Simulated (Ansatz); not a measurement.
Runs of Ansatz 0.2.0 on Al. It takes space group Fm-3m (No. 225, cubic). Conventional cell: a = 4.050 Å, b = 4.050 Å, c = 4.050 Å, α = 90.00°, β = 90.00°, γ = 90.00°. Al (site symmetry m-3m) is surrounded by 12 Al at 2.86 Å. 

```tsv
task	level	cell	cutoff (eV)	points for each segment of the path	gap on the mesh (eV)	pressure (GPa)	relaxed volume (Å³/atom)
band structure	exchange-only PBE	as given	420	14	none	9.1	-
relaxation of cell and atoms	r2SCAN+rVV10	relaxed	500	-	-	0.0	15.89
relaxation of cell and atoms	RPBE	relaxed	420	-	-	0.0	16.82
relaxation of cell and atoms	PBEsol	relaxed	420	-	none	0.0	(a)
relaxation of cell and atoms	BLYP+D4	relaxed	420	-	none	0.0	(b)
```

Alike in all rows: potentials or basis Ansatz PAW; no spin polarisation; k mesh 11 × 11 × 11; smearing fermi-dirac 0.05 eV.

Task: Fill in the values left out.

Result: (a) 16.21; (b) 15.85.

Caveats: the PAW data sets come from PBE, with cores solved anew for the run's functional, which leaves a small shift of forces and pressure; the plane-wave basis is chosen anew once the cell has moved, so the energies of steps on either side of that aren't comparable (some runs); pairwise dispersion overbinds metals, which lowers pressure and volume (some runs).

A gap of «none» marks a metal or a gap under the smearing width.

Runs at the PBE level aren't shown here.
